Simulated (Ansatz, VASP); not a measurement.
## BN: VASP beside Ansatz

```
N B
1.0
     1.25112    0.72234    3.37293
    -1.25112    0.72234    3.37293
     0.00000   -1.44467    3.37293
N B
1 1
Direct
  0.66724 0.66724 0.66724
  0.00033 0.00033 0.00033
```

The cell is a database's computed one.

Alike in both runs: task band structure; functional r2SCAN50; k mesh 6 × 6 × 6; occupations fermi-dirac, width 0.05 eV; no spin polarisation.

```csv
,VASP,Ansatz
version,VASP 6.6.1,Ansatz 0.2.0
potentials or method,"VASP PAW PBE potentials, release 64 (N, B)",Ansatz PAW
plane-wave cutoff (eV),520,500
valence electrons in the cell,8,8
```

Ansatz gave:

| Property | Result |
| --- | --- |
| gap on the k mesh at the Fermi level (eV) | 8.53 |
| least direct gap on the mesh (eV) | 9.29 |
| pressure (GPa) | -6.8 |
| largest component of the traceless stress (GPa) | 7.26 |
| rms of the force components (eV/Å) | 0.006 |

**Question.** What did VASP give for the same quantities?

**Answer.** gap on the k mesh at the Fermi level (eV): 8.58; least direct gap on the mesh (eV): 9.35; pressure (GPa): -6.4; largest component of the traceless stress (GPa): 6.48; rms of the force components (eV/Å): 0.006.

Atom by atom the forces differ by 0.000 eV/Å (rms over components).

Caveats: the k mesh is coarse (spacing up to 0.49 Å⁻¹), so the values aren't converged, least of all with exact exchange; an unscreened hybrid on a path of extra k points without a Coulomb cutoff has errors near the mesh points, so the bands along the path aren't reliable (VASP); the PAW data sets were made with another functional, which shifts forces and pressure a little (VASP); the k mesh misses the band edges, so the gap on the mesh is wider than the one along the path (Ansatz); the PAW data sets come from PBE, with cores solved anew for the run's functional, which leaves a small shift of forces and pressure (Ansatz); the thresholds are loose for stress (Ansatz).
